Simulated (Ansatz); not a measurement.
**InSb: how the settings move a single-point run**

Question: which choices in the input matter for InSb? The cell is built on a prototype (rocksalt) and needn't be the phase found in nature.

Program: Ansatz 0.2.0. Level of theory: reference: DFT, PBE, plane waves, PAW. These are calculated values, not measurements.

1 further run of the same task is left out (it didn't finish).

### Step 1. The structure to begin with

It takes space group Fm-3m (No. 225, cubic). The conventional cell has a = 6.084 Å, b = 6.084 Å, c = 6.084 Å, α = 90.00°, β = 90.00°, γ = 90.00°. In (site symmetry m-3m) has 6 Sb at 3.04 Å as nearest neighbours. Around Sb (site symmetry m-3m) lie 6 In at 3.04 Å.

As a file:

```
In Sb
1.0
     0.00000    3.04221    3.04221
     3.04221    0.00000    3.04221
     3.04221    3.04221    0.00000
In Sb
1 1
Cartesian
  0.0000 0.0000 0.0000
  3.0422 3.0422 3.0422
```

### Step 2. Reference

input.yaml reads:

```yaml
crystal:
  lattice:
    - [0.0, 3.042210626, 3.042210626]
    - [3.042210626, 0.0, 3.042210626]
    - [3.042210626, 3.042210626, 0.0]
  atoms:
    - { symbol: In, position: [0.0, 0.0, 0.0] }
    - { symbol: Sb, position: [0.5, 0.5, 0.5] }
kpoints:
  mp_grid: { grid: [6, 6, 6] }
hamiltonian:
  xc: pbe
scf:
  occupations: { method: fermi_dirac, width: 0.02 }
  n_extra_bands: 4
output:
  forces: true
  stress: true
  eigenvalues: true
```

The run is started by

```bash
> ansatz run input.yaml --threads 4 --pin off --max-ram 3686MiB --backend cpu --events-out ev --progress --plain --runs-dir out
```

### Step 3. Variant: ecutrho_ratio 8

input.yaml, as its differences from that of step 2:

```diff
@@ -15,2 +15,3 @@
   n_extra_bands: 4
+  max_iter: 80
 output:
@@ -19 +20,3 @@
   eigenvalues: true
+basis:
+  ecutrho_ratio: 8
```

### Step 4. Changed: ecutwfc 350

input.yaml, as its differences from that of step 2:

```diff
@@ -19 +19,3 @@
   eigenvalues: true
+basis:
+  ecutwfc: 350
```

### Step 5. Changed: preconditioner none

input.yaml, as its differences from that of step 2:

```diff
@@ -15,2 +15,3 @@
   n_extra_bands: 4
+  mixing: { preconditioner: none }
 output:
```

### Step 6. Variant: mp_grid.grid [8, 8, 1]

input.yaml, as its differences from that of step 2:

```diff
@@ -9,3 +9,3 @@
 kpoints:
-  mp_grid: { grid: [6, 6, 6] }
+  mp_grid: { grid: [8, 8, 1] }
 hamiltonian:
```

### Step 7. Variant: n_extra_bands 24

input.yaml, as its differences from that of step 2:

```diff
@@ -14,3 +14,3 @@
   occupations: { method: fermi_dirac, width: 0.02 }
-  n_extra_bands: 4
+  n_extra_bands: 24
 output:
```

### Step 8. Changing settings: mixing.ndim 2

input.yaml, as its differences from that of step 2:

```diff
@@ -15,2 +15,4 @@
   n_extra_bands: 4
+  mixing: { ndim: 2 }
+  max_iter: 75
 output:
```

What does the calculation give? Wanted: for each run, ending; energy change; pressure; gap; force.

The runs gave:

| run | ending | energy change | pressure (GPa) | gap (eV) | force (eV/Å) | cycles | time |
| --- | --- | --- | --- | --- | --- | --- | --- |
| reference | converged | 0 | 1.6 | 0.00 | 0.00 | 7 | 0.86 s |
| 1: ecutrho_ratio 8 | converged | 0.0 meV/atom | 1.6 | 0.00 | 0.00 | 7 | 1 s |
| 2: ecutwfc 350 | converged | +3.2 meV/atom | 1.6 | 0.00 | 0.00 | 6 | 0.77 s |
| 3: preconditioner none | converged | 0.0 meV/atom | 1.6 | 0.00 | 0.00 | 7 | 0.88 s |
| 4: mp_grid.grid [8, 8, 1] | converged | +1.19 eV/atom | 9.9 | 0.00 | 0.00 | 8 | 1.1 s |
| 5: n_extra_bands 24 | converged | 0.0 meV/atom | 1.6 | 0.00 | 0.00 | 6 | 1.1 s |
| 6: mixing.ndim 2 | converged | 0.0 meV/atom | 1.6 | 0.00 | 0.00 | 6 | 0.84 s |

Residual by cycle in the longest SCF loop of each run; runs are numbered as in the table. The quantity is the density residual dr2, in eV.

| cycle | reference | run 1 | run 2 | run 3 | run 4 | run 5 | run 6 |
| --- | --- | --- | --- | --- | --- | --- | --- |
| 1 | 0.00188 | 0.00188 | 0.00184 | 0.00188 | 0.0953 | 0.00192 | 0.00188 |
| 2 | 4.3e-4 | 4.3e-4 | 4.1e-4 | 4.3e-4 | 0.0435 | 3.4e-4 | 3.8e-4 |
| 3 | 5.2e-5 | 5.2e-5 | 4.9e-5 | 5.2e-5 | 0.00785 | 3.7e-5 | 7.8e-5 |
| 4 | 7.2e-6 | 7.2e-6 | 5.6e-6 | 7.2e-6 | 1.8e-4 | 3.0e-6 | 1.1e-5 |
| 5 | 2.5e-6 | 2.5e-6 | 1.4e-6 | 2.5e-6 | 7.5e-5 | 3.2e-7 | 2.3e-7 |
| 6 | 2.1e-7 | 2.1e-7 | 3.6e-8 | 2.1e-7 | 3.7e-6 | 1.0e-8 | 2.2e-8 |
| 7 | 3.0e-8 | 3.0e-8 | - | 3.0e-8 | 1.3e-7 | - | - |
| 8 | - | - | - | - | 2.9e-9 | - | - |

What this shows: Of the converged runs whose energies compare with the reference's, «mp_grid.grid [8, 8, 1]» moves the energy most (+1.19 eV/atom). Semilocal functionals close small gaps, so the missing gap need not be the real solid's. Run 2 ran under the cutoff that the potentials recommend, as the log warns, so basis error is mixed into its values.
